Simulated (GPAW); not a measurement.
# Rb in GPAW: reference runs

How does Rb come out in PBE? The cell is run as given.

All numbers are computed with GPAW 26.7.0; they aren't measurements. Logs are shortened: lines on timing, memory, paths and dates and some standing lists are left out, and cuts for length are marked. The log counts tension as positive stress, the text compression.

## Step 1: The cell of the first run

The cell holds a slab with vacuum, 3 atoms: a = 4.992 Å, b = 4.992 Å, c = 23.357 Å, α = 90.00°, β = 90.00°, γ = 113.66°.

## Step 2: Single point, PBE (the (1 1 0) slab of Rb, cut from the database cell, not relaxed)

File run.py:

```python
import numpy as np
from ase import Atoms
from ase.dft.bandgap import bandgap
from ase.io import write
from ase.units import Bohr
from gpaw import GPAW, PW
from gpaw.elf import elf_from_dft_calculation

atoms = Atoms(['Rb', 'Rb', 'Rb'],
              cell=[[4.9915725139, 0, 0],
                    [-2.0035299838, 4.5718337421, 0],
                    [0.0, 0.0, 23.3566214895]],
              scaled_positions=[[0.5, 0.5, 0.3211080851],
                                [0.0, 0, 0.5],
                                [0.5, 0.5, 0.6788919149]],
              pbc=True)
atoms.pbc = (True, True, False)

calc = GPAW(mode=PW(450),
            xc='PBE',
            kpts={'size': (6, 6, 1), 'gamma': True},
            occupations={'name': 'fermi-dirac', 'width': 0.05},
            nbands=24,
            convergence={'density': 1e-05, 'energy': 1e-05},
            maxiter=150,
            poissonsolver={'dipolelayer': 'xy'},
            txt='gpaw.txt')
atoms.calc = calc
energy = atoms.get_potential_energy()
forces = atoms.get_forces()
calc.write('gs.gpw')
write('result.traj', atoms)
print(f'Energy: {energy:.6f} eV')
print('Forces (eV/A):')
print(forces.round(4))
print('Fermi level:', round(calc.get_fermi_level(), 4), 'eV')
print(f'Gap: {bandgap(calc)[0]:.4f} eV, direct: {bandgap(calc, direct=True)[0]:.4f} eV')

v = calc.get_electrostatic_potential().mean(axis=(0, 1))
z = np.arange(len(v)) * atoms.cell[2, 2] / len(v)
ef = calc.get_fermi_level()
np.savetxt('planar.dat', np.c_[z, v], fmt='%.4f')
below, above = np.interp([1.5, atoms.cell[2, 2] - 1.5], z, v) - ef
print(f'Work functions: bottom {below:.4f} eV, top {above:.4f} eV')
print('Dipole moment:', *calc.get_dipole_moment().round(5), 'e A')

# fields on the real-space grid
write('density.cube', atoms, data=calc.get_pseudo_density() * Bohr**3)
write('potential.cube', atoms, data=calc.get_electrostatic_potential())
write('elf.cube', atoms, data=elf_from_dft_calculation(calc).data)
```

Potentials or basis: GPAW PAW data sets (gpaw-data 1.2.1), pw.

Started as:

```
$ OMP_NUM_THREADS=1 python run.py
```

gpaw.txt:

```text
__  _  _
 | _ |_)|_||  |
 |__||  | ||/\| - 26.7.0

Input parameters:
  mode=PW(ecut=450.00000000000006),
  convergence={'density': 1e-05, 'energy': 1e-05},
  kpts=MonkhorstPack(size=(6, 6, 1), gamma=True),
  maxiter=150,
  nbands=24,
  occupations=Occupations(name='fermi-dirac', width=0.05),
  poissonsolver=PoissonSolver(dipolelayer='xy'),
  xc=XC(name='PBE')

Diagonalizing LCAO Hamiltonian
Converting LCAO to pw mode

            Rb

       Rb

            Rb

Atoms  # Å, Bohr magnetons
|   | symbol |        x |        y |         z |    initial magnetic moments |
|---|--------|----------|----------|-----------|-----------------------------|
| 0 |     Rb | 1.494021 | 2.285917 |  7.500000 | ( 0.0000,  0.0000,  0.0000) |
| 1 |     Rb | 0.000000 | 0.000000 | 11.678311 | ( 0.0000,  0.0000,  0.0000) |
| 2 |     Rb | 1.494021 | 2.285917 | 15.856621 | ( 0.0000,  0.0000,  0.0000) |

Unit cell  # Å
| periodic |         x |        y |         z |   lengths |     angles |
|----------|-----------|----------|-----------|-----------|------------|
|      yes |  4.991573 | 0.000000 |  0.000000 |  4.991573 |  90.000000 |
|      yes | -2.003530 | 4.571834 |  0.000000 |  4.991573 |  90.000000 |
|       no |  0.000000 | 0.000000 | 23.356621 | 23.356621 | 113.664635 |

Number of symmetries: 8
Symmetry operations  # r_c * U_cc + t_c -> r_c
|   | kind |            matrix            |
|---|------|------------------------------|
| 0 |  E   |  1, 0, 0,  0, 1, 0,  0, 0, 1 |
| 1 |  σ   |  1, 0, 0,  0, 1, 0,  0, 0,-1 |
| 2 |  σ   |  0, 1, 0,  1, 0, 0,  0, 0, 1 |
| 3 |  C2  |  0, 1, 0,  1, 0, 0,  0, 0,-1 |
| 4 |  σ   |  0,-1, 0, -1, 0, 0,  0, 0, 1 |
| 5 |  C2  |  0,-1, 0, -1, 0, 0,  0, 0,-1 |
| 6 |  C2  | -1, 0, 0,  0,-1, 0,  0, 0, 1 |
| 7 |  i   | -1, 0, 0,  0,-1, 0,  0, 0,-1 |

BZ-sampling:
  Number of BZ points: 36
  Number of IBZ points: 13

  Monkhorst-Pack size: [6, 6, 1]
  Monkhorst-Pack shift: [0.08333333333333333, 0.08333333333333333, 0.0]

K-points  # in reciprocal-cell coordinates
|     |                                coordinates |     weight |
|-----|--------------------------------------------|------------|
|   0 | (  0.00000000,   0.00000000,   0.00000000) | 0.02777778 |
|   1 | (  0.16666667,  -0.16666667,   0.00000000) | 0.05555556 |
|   2 | (  0.16666667,   0.00000000,   0.00000000) | 0.11111111 |
|   3 | (  0.16666667,   0.16666667,   0.00000000) | 0.05555556 |
|   4 | (  0.33333333,  -0.33333333,   0.00000000) | 0.05555556 |
|   5 | (  0.33333333,  -0.16666667,   0.00000000) | 0.11111111 |
|   6 | (  0.33333333,   0.00000000,   0.00000000) | 0.11111111 |
|   7 | (  0.33333333,   0.16666667,   0.00000000) | 0.11111111 |
|   8 | (  0.33333333,   0.33333333,   0.00000000) | 0.05555556 |
|   9 | (  0.50000000,   0.00000000,   0.00000000) | 0.05555556 |
| ... |                                            |            |
|  12 | (  0.50000000,   0.50000000,   0.00000000) | 0.02777778 |

Plane wave coefficients: 11595
Cutoff: 450.00000000000006 eV

Spin-components: 1 (collinear spins)
Bands:           24
Projectors:      15
Spin-degeneracy: 2
Datatype:        complex128

Parallelization:
  kpt:    1
  domain: 1
  band:   1

Density:
  Valence electrons: 27.0
  Components: 1
  Grid points: [ 25  25 120]
  Charge: 0.0  # |e|

Potential:
  Grid points: [ 25  25 120]

species:
  Rb:
    name:    Rubidium
    Z:       37.0
    valence: 9
    core:    28
    charge:  0.0  # [|e|]
    compensation charges:
      type: gauss
      rc: 0.38  # [Å]
      lmax: 2
    cutoffs:
      filter: 2.43  # [Å]
      core: 1.99  # [Å]
    projectors
    | kind |    occ | energy [eV] | rcut [Å] |
    |------|--------|-------------|----------|
    |   4s |  2.000 |     -31.879 |    1.376 |
    |   5s |  1.000 |      -2.231 |    1.376 |
    |   4p |  6.000 |     -15.966 |    1.270 |
    |    p |        |      11.245 |    1.270 |
    |    d |        |       0.000 |    1.217 |

    Using partial waves for Rb as LCAO basis

Reference energy: -243310.057270  # eV

eigensolver:
  PPCG
  Converge bands: occupied
  niter=2

density mixing:
  MSR1-Mixer
  Pratt-step length: 0.05
  Maximum mixing coefficient: 0.75
  Old densities: 10
  SVD Regularization: 0.005
  Good broyden scale: 1.0
  Trust region scale: 1.0
  Backstep threshold: 4.0
  History deletion threshold: 6.0
  Fourier metric: weight=20.0, sigma=0.015

occupation numbers:
  Fermi-Dirac:
    width: 0.0500  # eV

<gpaw.new.pw.poisson.DipoleLayerPWPoissonSolver object>
xc functional:
  name: PBE with 2 nearest neighbor stencil

convergence criteria:
- Maximum integral of absolute [dens]ity change: 1e-05 electrons / valence electron
- Maximum [total energy] change in last 3 cyles: 1e-05 eV / valence electron
- Maximum integral of absolute [eigenst]ate change: 4e-08 eV^2 / valence electron
maximum number of iterations: 150

SCF iterations
|iter     | |      energy | eigst |  dens |
|---------|-|-------------|-------|-------|
|iter:   1| |   -2.938783 | -0.80 |       |
|iter:   2| |   -2.887569 | -2.15 | -1.25 |
|iter:   3| |   -2.488157 | -2.00 | -1.29 |
|iter:   4| |   -2.484531 | -3.17 | -1.75 |
|iter:   5| |   -2.497095 | -3.78 | -2.08 |
|iter:   6| |   -2.486368 | -4.10 | -2.05 |
|iter:   7| |   -2.486372 | -5.99 | -3.15 |
|iter:   8| |   -2.486392c| -6.80 | -3.42 |
|iter:   9| |   -2.486392c| -7.88c| -4.10 |
|iter:  10| |   -2.486392c| -7.94c| -4.72 |
|iter:  11| |   -2.486392c| -8.85c| -5.34c|

Converged in 11 steps
Energy contributions relative to reference atoms: (reference = -243310.057270)

Energy contributions:
  Kinetic:           2.288568
  Coulomb:          -2.105247
  Zero:             -0.064764
  External:          0.000000
  Xc:               -2.595138
  Entropy:          -0.019622
  Spinorbit:         0.000000
  ----------------------------
  Free energy:      -2.496203
  Extrapolated:     -2.486392

dipole moment: (-11.445630, -17.512307, 0.000007)  # |e|*Ang

Fermi level: -0.416
Eigenvalues  # (at kpt = [0.000, 0.000, 0.000])
| band index |      eig [eV] | occ [0-2] |
|------------|---------------|-----------|
|          0 |       -29.515 |     2.000 |
|        ... |               |           |
|          7 |       -13.568 |     2.000 |
|          8 |       -13.568 |     2.000 |
|          9 |       -13.427 |     2.000 |
|         10 |       -13.405 |     2.000 |
|         11 |       -13.391 |     2.000 |
|         12 |        -2.175 |     2.000 |
[... 9 lines left out ...]
|         22 |         2.971 |     0.000 |
|         23 |         3.570 |     0.000 |

No gap
No difference between direct/indirect transitions
vacuum-level: 1.837  # V
Workfunctions: 2.253, 2.253 eV (top, bottom)

Forces  # eV/Ang
|       x |        y |        z |
|---------|----------|----------|
| 0.00000 |  0.00000 |  0.02472 |  # Rb   0
| 0.00000 | -0.00000 |  0.00000 |  # Rb   1
| 0.00000 |  0.00000 | -0.02472 |  # Rb   2

# Writing to gs.gpw (mode='')
```

stdout:

```text
Energy: -2.486392 eV
Forces (eV/A):
[[ 0.      0.      0.0247]
 [ 0.     -0.      0.    ]
 [ 0.      0.     -0.0247]]
Fermi level: -0.4164 eV
Gap: 0.0000 eV, direct: 0.0000 eV
Work functions: bottom 2.2521 eV, top 2.2521 eV
Dipole moment: -11.44563 -17.51231 1e-05 e A
```

Wall time 23 s (1 thread of AMD EPYC 9R45 (Zen 5), shared host); peak memory 0.33 GiB.

Results:

```yaml
Free_energy: -2.4962 eV
Largest_force: 0.025 eV/Å
Band_gap_on_the_k_mesh: none (metal or under the smearing width)
Dipole_across_the_slab: 0.00 e·Å
Work_function_of_the_upper_face: 2.25 eV
Work_function_of_the_lower_face: 2.25 eV
```

Forces on the atoms (eV/Å):
```
Rb   0.000  0.000  0.025
Rb   0.000  0.000  0.000
Rb   0.000  0.000 -0.025
```

Levels at points of the mesh, in eV from the Fermi level:
```
           k point  band 10  band 11  band 12  band 13  band 14  band 15  band 16  band 17  band 18  band 19
(0.00, 0.00, 0.00)   -13.01   -12.99   -12.97    -1.76    -1.28    -0.51     0.64     1.13     1.93     2.20
(0.50, 0.00, 0.00)   -13.04   -13.00   -12.99     0.14     0.20     0.39     0.81     1.21     1.40     1.61
(0.50, 0.50, 0.00)   -13.05   -13.01   -13.00     0.32     0.69     0.80     0.90     1.27     1.54     1.62
```
